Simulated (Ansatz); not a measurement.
**Cu under changes of volume**

One of the cells (11.436 Å³/atom); the others are scaled copies at fixed shape and fractional positions:

```xyz
2
Lattice="2.5341 0.0000 0.0000 -1.2670 2.1946 0.0000 0.0000 0.0000 4.1126" Properties=species:S:1:pos:R:3 pbc="T T T"
Cu    1.2670    0.7315    3.0844
Cu    0.0000    1.4631    1.0281
```

This isn't the form of Cu at room conditions, which is fcc.

* Program: Ansatz 0.2.0
* Functional: PBEsol
* Potentials or basis: all-electron LAPW, scalar-relativistic
* Cutoff: 304 eV (chosen from the basis error)
* Basis error allowed: 0.001 eV/atom
* k mesh: 12 × 12 × 7
* Occupations: fermi-dirac, width 0.05 eV
* Spin: no spin polarisation

| volume (Å³/atom) | energy over the lowest point (meV/atom) | pressure (GPa) |
| --- | --- | --- |
| 10.749 | 16.91 | 10.1 |
| 10.978 | 5.73 | 5.8 |
| 11.207 | 0.30 | 1.9 |
| 11.436 | 0.00 | -1.4 |
| 11.664 | 4.21 | -4.4 |
| 11.893 | ? | ? |
| 12.122 | 24.34 | -9.4 |

Problem. What does the run at 11.893 Å³/atom give?

Solution. Energy over the lowest point 12.49 meV/atom; pressure -7.1 GPa.

Worked out: A Birch-Murnaghan fit of order 3 (a polynomial in V^(-2/3)) to the other rows has its minimum at 11.34 Å³/atom with B0 = V·E''(V) = 166 GPa and B' = 4.8 at fixed shape and positions, which overstates the stiffness. It gives 12.48 meV/atom at 11.893 Å³/atom, against the run's 12.49, and -dE/dV = -7.1 GPa, against -7.1.

Energies are extrapolated to zero smearing.
